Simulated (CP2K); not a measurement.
The system is Nb.

```
Nb
1.0
     2.70682    0.00000    0.00000
    -0.73600    3.27528    0.00000
    -0.82961   -1.97253    1.99622
Nb
1
Direct
  0.00000 0.00000 0.00000
```

This isn't the form of Nb at room conditions, which is bcc.

Base run:

| Quantity | Value |
| --- | --- |
| Program | CP2K 2026.2 |
| Functional | HLE16 |
| Potentials or basis | POTENTIAL_UZH Nb GTH-PBE-q13; TZVP-MOLOPT-PBE-GTH basis |
| Density cutoff | 9184 eV |
| k mesh | 12 × 11 × 13 |
| Occupations | fermi-dirac, width 0.05 eV |
| Spin | no spin polarisation |

Its results: band gap on the k mesh none (metal or under the smearing width); pressure -28.5 GPa.

Q: After a change of settings the same cell gave: band gap on the k mesh none (metal or under the smearing width); pressure 12.5 GPa. Which change was it?
A. functional from HLE16 to LDA
B. functional from HLE16 to AM05
C. functional from HLE16 to optB88-vdW
D. functional from HLE16 to HLE17

A: C.

Caveats: the potentials were made for another functional, which shifts forces and pressure; the basis of atomic orbitals isn't converged, which shifts pressures, moduli and gaps; the potentials were made for a functional far from this one (some runs).
